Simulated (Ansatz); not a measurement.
Be2C in the antifluorite structure, relaxed with r2SCAN: the symmetry is Fm-3m (No. 225, cubic); a = 4.321 Å in the conventional setting, 6.72 Å³ an atom. C is surrounded by 8 Be at 1.87 Å; Be is surrounded by 4 C at 1.87 Å. One-shot G0W0@PBE in the plane-wave code Ansatz on a 6×6×6 mesh (contour deformation, no spin-orbit coupling), from a PBE gap of 1.171 eV over the mesh points (the G0W0 gap is indirect on the mesh); the number N of bands summed and the screening cutoff rise together. (Simulation; spin polarisation is off.)

| N | cutoff (eV) | 1000/N | G0W0 gap (eV) |
| --- | --- | --- | --- |
| 36 | 80 | 27.778 | 1.716 |
| 79 | 140 | 12.658 | 1.905 |

Task: Lay a straight line in 1000/N through these rows.

Result: The slope is -0.0125 eV per unit of 1000/N and the intercept 2.063 eV.

Task: Predict the gap at N = 143 (210 eV).

Result: 2.063 + (-0.0125) × 6.993 = 1.976 eV; the run gives 1.993 eV, +0.017 eV from the line.

Task: With that run's result added, what limit do the last two rows suggest?

Result: Their slope is (1.993 − 1.905)/(6.993 − 12.658) = -0.0155, which meets 1/N = 0 at 2.10 eV, against 2.063 eV from the first line. The slope steepens, so 1/N isn't yet asymptotic and the true limit probably lies higher still; the k mesh isn't extrapolated.
